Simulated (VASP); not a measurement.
**VASP 6.6.1 run: HgTe**

INCAR

```
NBANDS = 16
IBRION = -1
LCHARG = .FALSE.
ISIF = 2
LWAVE = .FALSE.
SIGMA = 0.05
PREC = Accurate
ENCUT = 520
NELM = 95
NSW = 0
GGA = RE
ISMEAR = 1
EDIFF = 1E-7
LASPH = .TRUE.
LREAL = .FALSE.
```

KPOINTS

```
KPOINTS created by Atomic Simulation Environment
0
Gamma
6 6 6
0 0 0
```

POSCAR

```
Hg Te
 1.0000000000000000
     0.0000000000000000    3.2891578862915543    3.2891578862915543
     3.2891578862915543    0.0000000000000000    3.2891578862915543
     3.2891578862915543    3.2891578862915543    0.0000000000000000
 Hg  Te
   1   1
Cartesian
  0.0000000000000000  0.0000000000000000  0.0000000000000000
  1.6445789431457767  1.6445789431457767  1.6445789431457767
```

The recommended PBE PAW datasets give the neutral cell 18 valence electrons.

Command

```
mpirun -np 1 vasp_std
```

OSZICAR

```
N       E                     dE             d eps       ncg     rms          rms(c)
DAV:   1     0.106018319115E+03    0.10602E+03   -0.78650E+03   512   0.960E+02
DAV:   2     0.630023119204E+00   -0.10539E+03   -0.98390E+02   600   0.226E+02
DAV:   3    -0.314131725587E+01   -0.37713E+01   -0.37618E+01   616   0.442E+01
DAV:   4    -0.317846941262E+01   -0.37152E-01   -0.37150E-01   784   0.395E+00
DAV:   5    -0.317856821167E+01   -0.98799E-04   -0.98799E-04   656   0.194E-01    0.688E+00
DAV:   6    -0.299314638276E+01    0.18542E+00   -0.36166E-01   584   0.774E+00    0.546E+00
DAV:   7    -0.298854449466E+01    0.46019E-02   -0.94039E-02   568   0.204E+00    0.206E+00
DAV:   8    -0.298912150617E+01   -0.57701E-03   -0.10099E-02   608   0.112E+00    0.463E-01
DAV:   9    -0.298944252503E+01   -0.32102E-03   -0.88518E-04   592   0.323E-01    0.115E-01
DAV:  10    -0.298953201224E+01   -0.89487E-04   -0.12551E-04   624   0.940E-02    0.476E-02
DAV:  11    -0.298958122421E+01   -0.49212E-04   -0.10469E-04   560   0.671E-02    0.423E-02
DAV:  12    -0.298957913533E+01    0.20889E-05   -0.50598E-06   624   0.193E-02    0.232E-02
DAV:  13    -0.298957914861E+01   -0.13287E-07   -0.21184E-06   584   0.766E-03    0.640E-03
DAV:  14    -0.298957933541E+01   -0.18680E-06   -0.54844E-07   600   0.631E-03    0.633E-03
DAV:  15    -0.298957942902E+01   -0.93605E-07   -0.61411E-08   480   0.216E-03
   1 F= -.29895794E+01 E0= -.29895218E+01  d E =-.172851E-03
```

From OUTCAR

```
k-points           NKPTS =     16   k-points in BZ     NKDIM =     16   number of bands    NBANDS=     16

   NELECT =      18.0000    total number of electrons

   dimension x,y,z NGX =    36 NGY =   36 NGZ =   36
   dimension x,y,z NGXF=    72 NGYF=   72 NGZF=   72

  energy-cutoff  :      520.00
  volume of cell :       71.17
      direct lattice vectors                 reciprocal lattice vectors
     0.000000000  3.289157886  3.289157886    -0.152014594  0.152014594  0.152014594
     3.289157886  0.000000000  3.289157886     0.152014594 -0.152014594  0.152014594
     3.289157886  3.289157886  0.000000000     0.152014594  0.152014594 -0.152014594

 k-points in reciprocal lattice and weights: KPOINTS created by Atomic Simulation Env
   0.00000000  0.00000000  0.00000000       0.005
   0.16666667  0.00000000  0.00000000       0.037
   0.33333333  0.00000000  0.00000000       0.037
   0.50000000  0.00000000  0.00000000       0.019
   0.16666667  0.16666667  0.00000000       0.028
   0.33333333  0.16666667  0.00000000       0.111
   0.50000000  0.16666667  0.00000000       0.111
  -0.33333333  0.16666667  0.00000000       0.111
   ...

 E-fermi :   2.6542

 k-point     1 :       0.0000    0.0000    0.0000
  band No.  band energies     occupation
      1      -8.9482      2.00000
      2      -4.4237      2.00000
      3      -4.4237      2.00000
      4      -4.4237      2.00000
      5      -3.9590      2.00000
      6      -3.9590      2.00000
      7       1.8650      2.00000
      8       2.6442      1.33333
      9       2.6442      1.33333
     10       2.6442      1.33333
     11       7.0001      0.00000
     12       7.0001      0.00000
     13       7.0001      0.00000
     14       9.3665      0.00000
     15      12.1280      0.00000
     16      12.1280      0.00000

 k-point     2 :       0.1667    0.0000    0.0000
  band No.  band energies     occupation
      1      -8.8303      2.00000
      2      -4.3919      2.00000
      3      -4.3919      2.00000
      4      -4.3640      2.00000
      5      -3.9610      2.00000
      6      -3.9610      2.00000
      7       0.3632      2.00000
      8       2.3884      2.00000
      9       2.3884      2.00000
     10       3.4326     -0.00000
     11       7.0682      0.00000
     12       7.3445      0.00000
     13       7.3445      0.00000
     14      10.5838      0.00000
     15      11.2780      0.00000
     16      11.2780      0.00000

 k-point     3 :       0.3333    0.0000    0.0000
  band No.  band energies     occupation
      1      -8.5787      2.00000
      2      -4.3364      2.00000
      3      -4.3364      2.00000
      4      -4.0875      2.00000
      5      -3.9527      2.00000
      6      -3.9527      2.00000
      7      -1.4506      2.00000
      8       1.9545      2.00000
      9       1.9545      2.00000
     10       3.4951     -0.00000
     11       7.7308      0.00000
     12       7.7308      0.00000
     13       8.5187      0.00000
     14      10.4966      0.00000
     15      11.5577      0.00000
     16      11.5577      0.00000

 ...

  Total        1.1061079      1.1061079      1.1061079     -0.0000000     -0.0000000      0.0000000
  in kB       24.9014098     24.9014098     24.9014098     -0.0000000     -0.0000000      0.0000000
  external PRESSURE =      24.9014098 kB  Pullay stress =       0.0000000 kB

 POSITION                                       TOTAL-FORCE (eV/Angst)
 -----------------------------------------------------------------------------------
      0.00000      0.00000      0.00000         0.000000      0.000000      0.000000
      1.64458      1.64458      1.64458        -0.000000     -0.000000     -0.000000
 -----------------------------------------------------------------------------------
    total drift:                               -0.000000     -0.000000     -0.000000

  FREE ENERGIE OF THE ION-ELECTRON SYSTEM (eV)
  ---------------------------------------------------
  free  energy   TOTEN  =        -2.9895794290 eV

  energy  without entropy=       -2.9894065776  energy(sigma->0) =       -2.98952181
```

It converged. Results: gap between bands v and c on the k mesh 0.00 eV; least direct gap on the k mesh 0.00 eV; pressure 2.5 GPa. Band v is the last that the valence electrons fill when counted band by band, and c is the next.

For comparison, a separate PBE run of the intended cell, on usual settings and not on those above, gives a gap of 0.00 eV on its mesh and a pressure of 1.3 GPa.

The run above took about 17 s on one core of a shared host (Intel Xeon Platinum 8488C) and held 0.21 GiB at most.
